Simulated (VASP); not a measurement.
# KTaO3 (Pm-3m) in VASP: Born charges and dielectric tensor with PBE

Aim: the Born charges and dielectric tensor of KTaO3 with PBE.

Everything below comes from runs of VASP 6.6.1. Logs are shortened: lines on timing, memory, paths and dates and some standing lists are left out, and cuts for length are marked.

## Step 1: The crystal as given

Symmetry: Pm-3m, No. 221, cubic system. The conventional cell has a = 4.024 Å, b = 4.024 Å, c = 4.024 Å, α = 90.00°, β = 90.00°, γ = 90.00°. K (site symmetry m-3m) is surrounded by 12 O at 2.85 Å. Around Ta (site symmetry m-3m) lie 6 O at 2.01 Å. O (site symmetry 4/mmm) has 2 Ta at 2.01 Å as nearest neighbours.

## Step 2: Born charges and dielectric tensor, PBE

Contents of INCAR:

```
PREC = Accurate
ENCUT = 520
EDIFF = 1E-8
ISMEAR = 0
SIGMA = 0.02
LREAL = F
LASPH = T
NELM = 80
ALGO = Normal
ISIF = 2
LWAVE = F
LCHARG = F
GGA = PE
LEPSILON = T
IBRION = 8
NSW = 1
```

Contents of KPOINTS:

```
Automatic mesh
0
Gamma
  12 12 12
```

Contents of POSCAR:

```
KTaO3
1.0
    4.0243580000      0.0000000000      0.0000000000
    0.0000000000      4.0243580000      0.0000000000
    0.0000000000      0.0000000000      4.0243580000
K Ta O
1 1 3
Direct
    0.5000000000      0.5000000000      0.5000000000
    0.0000000000      0.0000000000      0.0000000000
    0.5000000000      0.0000000000      0.0000000000
    0.0000000000      0.5000000000      0.0000000000
    0.0000000000      0.0000000000      0.5000000000
```

Potentials or basis: VASP PAW PBE potentials, release 64 (K_sv, Ta_pv, O).

Launch:

```bash
cat potpaw_PBE.64/K_sv/POTCAR potpaw_PBE.64/Ta_pv/POTCAR potpaw_PBE.64/O/POTCAR > POTCAR
mpirun -np 1 vasp_std > vasp.out
```

OUTCAR:

```text
PREC = Accurate
   ENCUT = 520
   EDIFF = 1E-8
   ISMEAR = 0
   LREAL = F
   LASPH = T
   NELM = 80
   ISIF = 2
   GGA = PE
   LEPSILON = T
   IBRION = 8
   NSW = 1

 ion  position               nearest neighbor table
   1  0.500  0.500  0.500-   3 2.85   4 2.85   5 2.85   3 2.85   4 2.85   3 2.85   5 2.85   3 2.85
                             4 2.85   5 2.85   4 2.85   5 2.85   2 3.49   2 3.49   2 3.49   2 3.49
   2  0.000  0.000  0.000-   3 2.01   4 2.01   5 2.01   5 2.01   4 2.01   3 2.01   1 3.49   1 3.49
                             1 3.49   1 3.49   1 3.49   1 3.49   1 3.49   1 3.49
   3  0.500  0.000  0.000-   2 2.01   2 2.01   1 2.85   1 2.85   1 2.85   1 2.85
   4  0.000  0.500  0.000-   2 2.01   2 2.01   1 2.85   1 2.85   1 2.85   1 2.85
   5  0.000  0.000  0.500-   2 2.01   2 2.01   1 2.85   1 2.85   1 2.85   1 2.85

  LATTYP: Found a simple cubic cell.
 ALAT       =     4.0243580000

  Lattice vectors:

 A1 = (   4.0243580000,   0.0000000000,   0.0000000000)
 A2 = (   0.0000000000,   4.0243580000,   0.0000000000)
 A3 = (   0.0000000000,   0.0000000000,   4.0243580000)

Analysis of symmetry for initial positions (statically):
=====================================================================
 Subroutine PRICEL returns:
 Original cell was already a primitive cell.

 Routine SETGRP: Setting up the symmetry group for a
 simple cubic supercell.

 Subroutine GETGRP returns: Found 48 space group operations
 (whereof 48 operations were pure point group operations)
 out of a pool of 48 trial point group operations.

The static configuration has the point symmetry O_h .

Analysis of symmetry for dynamics (positions and initial velocities):
=====================================================================
 Subroutine PRICEL returns:
 Original cell was already a primitive cell.

 Routine SETGRP: Setting up the symmetry group for a
 simple cubic supercell.

 Subroutine GETGRP returns: Found 48 space group operations
 (whereof 48 operations were pure point group operations)
 out of a pool of 48 trial point group operations.

The dynamic configuration has the point symmetry O_h .

 Subroutine INISYM returns: Found 48 space group operations
 (whereof 48 operations are pure point group operations),
 and found     1 'primitive' translations

----------------------------------------------------------------------------------------

                                     Primitive cell

  volume of cell :      65.1763

  direct lattice vectors                    reciprocal lattice vectors
     4.024358000  0.000000000  0.000000000     0.248486839  0.000000000  0.000000000
     0.000000000  4.024358000  0.000000000     0.000000000  0.248486839  0.000000000
     0.000000000  0.000000000  4.024358000     0.000000000  0.000000000  0.248486839

  length of vectors
     4.024358000  4.024358000  4.024358000     0.248486839  0.248486839  0.248486839

  position of ions in fractional coordinates (direct lattice)
     0.500000000  0.500000000  0.500000000
     0.000000000  0.000000000  0.000000000
     0.500000000  0.000000000  0.000000000
     0.000000000  0.500000000  0.000000000
[... 847 lines left out ...]
    -0.02954  0.00000  0.00000
     0.00000  0.01341  0.00000
     0.00000  0.00000  0.00483

 MACROSCOPIC STATIC DIELECTRIC TENSOR (including local field effects in DFT)
 ------------------------------------------------------
           5.471102    -0.000000    -0.000000
          -0.000000     5.471102     0.000000
           0.000000     0.000000     5.471102
 ------------------------------------------------------

 PIEZOELECTRIC TENSOR (including local field effects)  for field in x, y, z        (e  Angst)
          XX          YY          ZZ          XY          YZ          ZX
  --------------------------------------------------------------------------------
  x     0.00000     0.00000     0.00000     0.00000     0.00000     0.00000
  y     0.00000     0.00000     0.00000     0.00000     0.00000     0.00000
  z     0.00000     0.00000     0.00000     0.00000     0.00000     0.00000

 PIEZOELECTRIC TENSOR (including local field effects)  for field in x, y, z        (C/m^2)
          XX          YY          ZZ          XY          YZ          ZX
  --------------------------------------------------------------------------------
  x     0.00000     0.00000     0.00000     0.00000     0.00000     0.00000
  y     0.00000     0.00000     0.00000     0.00000     0.00000     0.00000
  z     0.00000     0.00000     0.00000     0.00000     0.00000     0.00000

 BORN EFFECTIVE CHARGES (including local field effects) (in |e|, cummulative output)
 ---------------------------------------------------------------------------------
 ion    1
    1     1.14801    -0.00000     0.00000
    2     0.00000     1.14801    -0.00000
    3     0.00000    -0.00000     1.14801
 ion    2
    1     8.79334    -0.00000     0.00000
    2    -0.00000     8.79334     0.00000
    3    -0.00000    -0.00000     8.79334
 ion    3
    1    -6.61782     0.00000     0.00000
    2     0.00000    -1.66177     0.00000
    3    -0.00000    -0.00000    -1.66177
 ion    4
    1    -1.66177     0.00000     0.00000
    2     0.00000    -6.61782     0.00000
    3     0.00000     0.00000    -1.66177
 ion    5
    1    -1.66177    -0.00000     0.00000
    2     0.00000    -1.66177    -0.00000
    3     0.00000     0.00000    -6.61782

 INTERNAL STRAIN TENSOR FOR ION    5 for displacements in x,y,z  (eV/Angst):
          X           Y           Z          XY          YZ          ZX
  --------------------------------------------------------------------------------
  x     0.00000     0.00000     0.00000     0.00000     0.00000     0.00000
  y     0.00000     0.00000     0.00000     0.00000     0.00000     0.00000
  z     0.00000     0.00000     0.00000     0.00000     0.00000     0.00000

 SECOND DERIVATIVES (NOT SYMMETRIZED)
 ------------------------------------
               1X          1Y          1Z          2X          2Y          2Z          3X          3Y          3Z          4X          4Y          4Z          5X          5Y          5Z
  1X    -3.867219    0.000000    0.000000    2.225135    0.000000   -0.000000    0.665787   -0.000000    0.000000    0.488149    0.000000   -0.000000    0.488149    0.000000   -0.000000
  1Y     0.000000   -3.867219    0.000000    0.000000    2.225135    0.000000    0.000000    0.488149   -0.000000   -0.000000    0.665787    0.000000    0.000000    0.488149    0.000000
  1Z     0.000000    0.000000   -3.867219    0.000000    0.000000    2.225135   -0.000000   -0.000000    0.488149   -0.000000   -0.000000    0.488149   -0.000000    0.000000    0.665787
  2X     2.219206    0.000000   -0.000000   -1.095164   -0.000000   -0.000000   -1.124199   -0.000000   -0.000000    0.000078   -0.000000   -0.000000    0.000078   -0.000000    0.000000
  2Y     0.000000    2.219206   -0.000000   -0.000000   -1.095164   -0.000000   -0.000000    0.000078   -0.000000   -0.000000   -1.124199   -0.000000   -0.000000    0.000078    0.000000
  2Z    -0.000000   -0.000000    2.219206   -0.000000   -0.000000   -1.095164    0.000000   -0.000000    0.000078   -0.000000    0.000000    0.000078   -0.000000   -0.000000   -1.124199
  3X     0.668386    0.000000    0.000000   -1.121305   -0.000000    0.000000   -9.811244    0.000000   -0.000000    5.132082    0.000000    0.000000    5.132082   -0.000000    0.000000
  3Y     0.000000    0.484429    0.000000    0.000000   -0.004688    0.000000    0.000000   -4.867788    0.000000    0.000000    5.137723    0.000000    0.000000   -0.749676    0.000000
  3Z     0.000000    0.000000    0.484429    0.000000    0.000000   -0.004688    0.000000    0.000000   -4.867788    0.000000    0.000000   -0.749676    0.000000    0.000000    5.137723
  4X     0.484429    0.000000    0.000000   -0.004688    0.000000    0.000000    5.137723    0.000000    0.000000   -4.867788    0.000000    0.000000   -0.749676    0.000000    0.000000
  4Y    -0.000000    0.668386   -0.000000   -0.000000   -1.121305    0.000000    0.000000    5.132082   -0.000000    0.000000   -9.811244   -0.000000   -0.000000    5.132082    0.000000
  4Z     0.000000    0.000000    0.484429    0.000000    0.000000   -0.004688    0.000000    0.000000   -0.749676    0.000000    0.000000   -4.867788    0.000000    0.000000    5.137723
  5X     0.484429    0.000000    0.000000   -0.004688    0.000000    0.000000    5.137723    0.000000    0.000000   -0.749676    0.000000    0.000000   -4.867788    0.000000    0.000000
  5Y     0.000000    0.484429    0.000000    0.000000   -0.004688    0.000000    0.000000   -0.749676    0.000000    0.000000    5.137723    0.000000    0.000000   -4.867788    0.000000
  5Z    -0.000000   -0.000000    0.668386    0.000000    0.000000   -1.121305    0.000000   -0.000000    5.132082   -0.000000    0.000000    5.132082   -0.000000   -0.000000   -9.811244

 Eigenvectors and eigenvalues of the dynamical matrix
 ----------------------------------------------------

   1 f  =   15.276541 THz    95.985341 2PiTHz  509.570574 cm-1    63.178671 meV
             X         Y         Z           dx          dy          dz
      2.012179  2.012179  2.012179     0.006161    0.000021   -0.000000
      0.000000  0.000000  0.000000    -0.017712   -0.000061   -0.000000
      2.012179  0.000000  0.000000    -0.799339    0.001470   -0.000000
      0.000000  2.012179  0.000000     0.424673   -0.002767    0.000000
      0.000000  0.000000  2.012179     0.424673    0.001470   -0.000000
[... 105 lines left out ...]
  15 f/i=    1.199074 THz     7.534007 2PiTHz   39.996818 cm-1     4.958971 meV
             X         Y         Z           dx          dy          dz
      2.012179  2.012179  2.012179    -0.001884    0.011208    0.177262
      0.000000  0.000000  0.000000     0.005398   -0.032108   -0.507817
      2.012179  0.000000  0.000000    -0.005453    0.029773    0.470889
      0.000000  2.012179  0.000000    -0.005006    0.032433    0.470889
      0.000000  0.000000  2.012179    -0.005006    0.029773    0.512966

--------------------------------------------------------------------------------------------------------

 MACROSCOPIC STATIC DIELECTRIC TENSOR IONIC CONTRIBUTION
 ------------------------------------------------------
           4.287901    -0.000000     0.000000
          -0.000000     4.287901    -0.000000
           0.000000    -0.000000     4.287901
 ------------------------------------------------------

 ELASTIC MODULI CONTR FROM IONIC RELAXATION (kBar)
 Direction    XX          YY          ZZ          XY          YZ          ZX
 --------------------------------------------------------------------------------
 XX           0.0000      0.0000      0.0000      0.0000      0.0000      0.0000
 YY           0.0000      0.0000      0.0000      0.0000      0.0000      0.0000
 ZZ           0.0000      0.0000      0.0000      0.0000      0.0000      0.0000
 XY           0.0000      0.0000      0.0000      0.0000      0.0000      0.0000
 YZ           0.0000      0.0000      0.0000      0.0000      0.0000      0.0000
 ZX           0.0000      0.0000      0.0000      0.0000      0.0000      0.0000
 --------------------------------------------------------------------------------

 PIEZOELECTRIC TENSOR IONIC CONTR  for field in x, y, z        (C/m^2)
          XX          YY          ZZ          XY          YZ          ZX
  --------------------------------------------------------------------------------
  x     0.00000     0.00000     0.00000     0.00000     0.00000     0.00000
  y     0.00000     0.00000     0.00000     0.00000     0.00000     0.00000
  z     0.00000     0.00000     0.00000     0.00000     0.00000     0.00000
```

It took 52 min on 1 thread of Intel Xeon 6975P-C (Granite Rapids), shared host; peak memory 1.1 GiB.

What came out:

```yaml
Band_gap_on_the_k_mesh: 2.12 eV, indirect (least direct gap 2.75 eV)
Electronic_dielectric_tensor_diagonal: 5.47
Born_charges_mean_of_the_diagonal: K +1.15; Ta +8.79; O -3.31 e
Highest_phonon_frequency_at_Γ_LO-TO_splitting_left_out: 510 cm⁻¹
Most_unstable_mode: 40i cm⁻¹
```

Phonon frequencies in cm⁻¹ (negative: imaginary):
| q point | frequencies |
| --- | --- |
| (0.000, 0.000, 0.000) | -40 -40 -40 0 0 0 181 181 181 265 265 265 510 510 510 |

Electronic dielectric tensor:
```
5.47 0.00 0.00
0.00 5.47 0.00
0.00 0.00 5.47
```

Born effective charge tensors (e):
atom 1, K
```
1.15 0.00 0.00
0.00 1.15 0.00
0.00 0.00 1.15
```
atom 2, Ta
```
8.79 0.00 0.00
0.00 8.79 0.00
0.00 0.00 8.79
```
atom 3, O
```
-6.62  0.00  0.00
 0.00 -1.66  0.00
 0.00  0.00 -1.66
```
atom 4, O
```
-1.66  0.00  0.00
 0.00 -6.62  0.00
 0.00  0.00 -1.66
```
atom 5, O
```
-1.66  0.00  0.00
 0.00 -1.66  0.00
 0.00  0.00 -6.62
```

Caveat: some modes are imaginary; spin-orbit coupling is left out, which moves the levels of the heavy elements. A k mesh can miss the band edges.
